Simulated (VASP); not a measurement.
**A VASP 6.6.1 single-point calculation on CuI**

INCAR

```
ENCUT = 350
IBRION = -1
LWAVE = .FALSE.
ISIF = 2
LCHARG = .FALSE.
NELM = 120
NSW = 0
LREAL = .FALSE.
PREC = Accurate
SIGMA = 0.02
EDIFF = 1E-7
NBANDS = 16
LASPH = .TRUE.
ISMEAR = -1
METAGGA = RTPSS
```

KPOINTS

```
KPOINTS created by Atomic Simulation Environment
0
Gamma
8 8 8
0 0 0
```

POSCAR

```
Cu I
 1.0000000000000000
     0.0000000000000000    3.0120291186310792    3.0120291186310792
     3.0120291186310792    0.0000000000000000    3.0120291186310792
     3.0120291186310792    3.0120291186310792    0.0000000000000000
 Cu  I
   1   1
Cartesian
  0.0000000000000000  0.0000000000000000  0.0000000000000000
  1.5060145593155396  1.5060145593155396  1.5060145593155396
```

The recommended PBE PAW datasets give the neutral cell 18 valence electrons.

Command

```
mpirun -np 1 vasp_std
```

Q: How does this run end, and what does it give?

A: It converged. Results: gap between bands v and c on the k mesh 1.32 eV; least direct gap on the k mesh 1.32 eV; pressure -1.0 GPa. Band v is the last that the valence electrons fill when counted band by band, and c is the next.

OSZICAR

```
N       E                     dE             d eps       ncg     rms          rms(c)
DAV:   1     0.109459380288E+03    0.10946E+03   -0.64019E+03   928   0.912E+02
DAV:   2     0.222140509042E+02   -0.87245E+02   -0.78821E+02   960   0.193E+02
DAV:   3     0.177491128279E+02   -0.44649E+01   -0.44176E+01  1272   0.525E+01
DAV:   4     0.176301459860E+02   -0.11897E+00   -0.11894E+00  1264   0.753E+00
DAV:   5     0.176280658157E+02   -0.20802E-02   -0.20801E-02  1352   0.984E-01    0.742E+00
DAV:   6     0.187894534508E+02    0.11614E+01   -0.12619E+01  1168   0.832E+01    0.536E+00
DAV:   7     0.194183263642E+02    0.62887E+00   -0.24520E+00  1064   0.518E+01    0.171E+00
DAV:   8     0.194153279693E+02   -0.29984E-02   -0.16130E-01  1448   0.567E+00    0.757E-01
DAV:   9     0.194171577434E+02    0.18298E-02   -0.10916E-02  1432   0.283E+00    0.202E-01
DAV:  10     0.194166692478E+02   -0.48850E-03   -0.37374E-03  1424   0.124E+00    0.136E-01
DAV:  11     0.194167465042E+02    0.77256E-04   -0.32782E-04  1320   0.333E-01    0.478E-02
DAV:  12     0.194167029957E+02   -0.43508E-04   -0.33219E-04  1240   0.179E-01    0.540E-02
DAV:  13     0.194167039278E+02    0.93210E-06   -0.35768E-05  1400   0.746E-02    0.343E-02
DAV:  14     0.194167046579E+02    0.73009E-06   -0.24857E-05  1416   0.905E-02    0.321E-03
DAV:  15     0.194167022490E+02   -0.24089E-05   -0.28607E-06  1488   0.270E-02    0.553E-03
DAV:  16     0.194167024915E+02    0.24255E-06   -0.36614E-07  1192   0.138E-02    0.846E-04
DAV:  17     0.194167026747E+02    0.18321E-06   -0.13895E-08   792   0.149E-03    0.117E-04
DAV:  18     0.194167028081E+02    0.13335E-06   -0.18264E-08   640   0.219E-03    0.362E-04
DAV:  19     0.194167027415E+02   -0.66594E-07   -0.46335E-09   608   0.131E-03
   1 F= 0.19416703E+02 E0= 0.19416703E+02  d E =-.230766E-11
```

For comparison, a separate PBE run of the intended cell, on usual settings and not on those above, gives a gap of 1.20 eV on its mesh and a pressure of 1.2 GPa.
